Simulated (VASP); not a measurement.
Wanted: the native input for a VASP 6.6.1 run.

```yaml
Task: relaxation of cell and atoms
Functional: revPBE
Dispersion: D4
Potentials_or_basis: VASP PAW PBE potentials, release 64 (Mg)
Cutoff: 600 eV
k_mesh: 10 × 10 × 5
Occupations: fermi-dirac, width 0.05 eV
Spin: no spin polarisation
Further_INCAR_settings: ALGO = Normal; EDIFF = 1e-07; IBRION = 2; EDIFFG = -0.02; NSW = 40; ISIF = 3
```

The structure of Mg lies in POSCAR:

```
Mg
1.0
    3.2093000000      0.0000000000      0.0000000000
   -1.6046500000      2.7793353284      0.0000000000
    0.0000000000      0.0000000000      5.2103000000
Mg
2
Direct
    0.6666666667      0.3333333333      0.7500000000
    0.3333333333      0.6666666667      0.2500000000
```

The input as run:

INCAR

```
PREC = Accurate ; ENCUT = 600
EDIFF = 1E-7 ; ISMEAR = -1
SIGMA = 0.05 ; LREAL = False
LASPH = True ; NELM = 100
ALGO = Normal ; ISIF = 3
LWAVE = False ; LCHARG = False
GGA = RE ; IVDW = 13
IBRION = 2 ; NSW = 40
EDIFFG = -0.02
```

KPOINTS

```
Automatic mesh
0
Gamma
  10 10 5
```

Potentials or basis: VASP PAW PBE potentials, release 64 (Mg).

The run is started by

```sh
$ cat potpaw_PBE.64/Mg/POTCAR > POTCAR
$ mpirun -np 1 vasp_std > vasp.out
```

It gave:

```
Relaxed volume                         : 23.25 Å³/atom
Relaxed cell                           : a = 3.177 Å, b = 3.177 Å, c = 5.319 Å, α = 90.00°, β = 90.00°, γ = 120.00°
Space group after relaxing (to 0.05 Å) : P6_3/mmc (No. 194)
Energy gained by relaxing              : 3.1 meV/atom
Ionic steps                            : 20
Pressure after relaxing                : -0.1 GPa
Band gap on the k mesh                 : none (metal or under the smearing width)
Dispersion energy per atom             : -0.269 eV
```

Caveat: the PAW data sets were made with another functional, which shifts forces and pressure a little; pairwise dispersion overbinds metals, which lowers pressure and volume.

Run time: 110 s on 1 thread of Intel(R) Xeon(R) Platinum 8488C (Sapphire Rapids), on a shared host, peak memory 0.18 GiB.
